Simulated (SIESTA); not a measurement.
# FeO (Wuestite) under changes of volume

One of the cells (10.214 Å³/atom); the others are scaled copies at fixed shape and fractional positions:

```xyz
2
Lattice="0.0000 2.1697 2.1697 2.1697 0.0000 2.1697 2.1697 2.1697 0.0000" Properties=species:S:1:pos:R:3 pbc="T T T"
Fe    0.0000    0.0000    0.0000
O     2.1697    2.1697    2.1697
```

* Program: SIESTA 5.4.2
* Functional: PBEsol
* Potentials or basis: PseudoDojo 0.4 standard (PBEsol files)
* Basis: DZP (energy shift 0.003 Ry; two zetas on semicore shells)
* Grid cutoff: 800 Ry
* Energy shift: 0.003 Ry
* k mesh: 11 × 11 × 11
* Occupations: fermi-dirac, width 0.05 eV
* Spin: collinear spin, ferromagnetic start
* Starting moments: [3.0, 0.0] μB

| volume (Å³/atom) | energy over the lowest point (meV/atom) | pressure (GPa) |
| --- | --- | --- |
| 9.413 | 2.77 | 4.6 |
| 9.613 | 0.00 | 0.1 |
| 9.813 | 2.70 | -4.3 |
| 10.214 | 22.45 | -11.2 |
| 10.414 | 38.51 | -14.2 |
| 10.614 | ? | ? |

Task: What does the run at 10.614 Å³/atom give?

Result: Energy over the lowest point 57.93 meV/atom; pressure -16.7 GPa.

Worked out: A Birch-Murnaghan fit of order 3 (a polynomial in V^(-2/3)) to the other rows has its minimum at 9.61 Å³/atom with B0 = V·E''(V) = 211 GPa and B' = 4.1. It gives 58.16 meV/atom at 10.614 Å³/atom, against the run's 57.93, and -dE/dV = -17.1 GPa, against -16.7.

Energies are extrapolated to zero smearing.

Caveats: short orbitals over semicore shells can move pressures by several GPa; the basis of atomic orbitals isn't converged, which shifts pressures, moduli and gaps; a cell with one magnetic atom can't hold antiferromagnetic order, which such compounds often take.
